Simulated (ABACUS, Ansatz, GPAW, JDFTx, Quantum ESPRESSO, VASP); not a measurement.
## Ni: programs and potentials compared

```
Ni
1.0
     0.00000    1.73757    1.73757
     1.73757    0.00000    1.73757
     1.73757    1.73757    0.00000
Ni
1
Direct
  0.00000 0.00000 0.00000
```

Alike in all runs: task equation of state; functional PBE; k mesh 13 × 13 × 13; occupations fermi-dirac, width 0.05 eV; collinear spin, ferromagnetic start; no spin-orbit coupling.

```json
{"program and potentials": "Ansatz, Ansatz PAW", "plane-wave cutoff (eV)": "420", "notes": "-", "equilibrium volume (Å³/atom)": "10.89", "bulk modulus (GPa)": "200.5"}
{"program and potentials": "JDFTx, PseudoDojo-SR-PBE-0.5-standard", "plane-wave cutoff (eV)": "1333", "notes": "-", "equilibrium volume (Å³/atom)": "10.90", "bulk modulus (GPa)": "198.7"}
{"program and potentials": "Ansatz, all-electron LAPW, scalar-relativistic", "plane-wave cutoff (eV)": "-", "notes": "moment up to 0.63 μB a cell", "equilibrium volume (Å³/atom)": "10.88", "bulk modulus (GPa)": "200.4"}
{"program and potentials": "Quantum ESPRESSO, SSSP 1.3 efficiency PBE", "plane-wave cutoff (eV)": "748", "notes": "moment up to 0.64 μB a cell", "equilibrium volume (Å³/atom)": "10.88", "bulk modulus (GPa)": "200.8"}
{"program and potentials": "GPAW, GPAW PAW data sets (gpaw-data 1.2.1)", "plane-wave cutoff (eV)": "600", "notes": "moment up to 0.64 μB a cell", "equilibrium volume (Å³/atom)": "10.99", "bulk modulus (GPa)": "206.2"}
{"program and potentials": "ABACUS, PseudoDojo NC SR 0.4.1 PBE standard, plane waves", "plane-wave cutoff (eV)": "1333", "notes": "-", "equilibrium volume (Å³/atom)": "10.90", "bulk modulus (GPa)": "199.2"}
{"program and potentials": "Ansatz, Ansatz PAW (earlier soft set)", "plane-wave cutoff (eV)": "420", "notes": "-", "equilibrium volume (Å³/atom)": "10.89", "bulk modulus (GPa)": "199.8"}
{"program and potentials": "VASP, PBE PAW files Ni, 520 eV", "plane-wave cutoff (eV)": "520", "notes": "-", "equilibrium volume (Å³/atom)": "10.88", "bulk modulus (GPa)": "197.2"}
```

The equilibrium volume spans 10.88 (Quantum ESPRESSO, SSSP 1.3 efficiency PBE) to 10.99 Å³/atom (GPAW, GPAW PAW data sets (gpaw-data 1.2.1)), with all-electron results at 10.88. The bulk modulus spans 197.2 (VASP, PBE PAW files Ni, 520 eV) to 206.2 GPa (GPAW, GPAW PAW data sets (gpaw-data 1.2.1)), with all-electron results at 200.4. For a metal such a mesh isn't converged, which the comparison doesn't need.

Differences between rows come from potentials, basis sets and numerical settings, since the functional is the same but for its coding. Runs on potential files found faulty are left out.
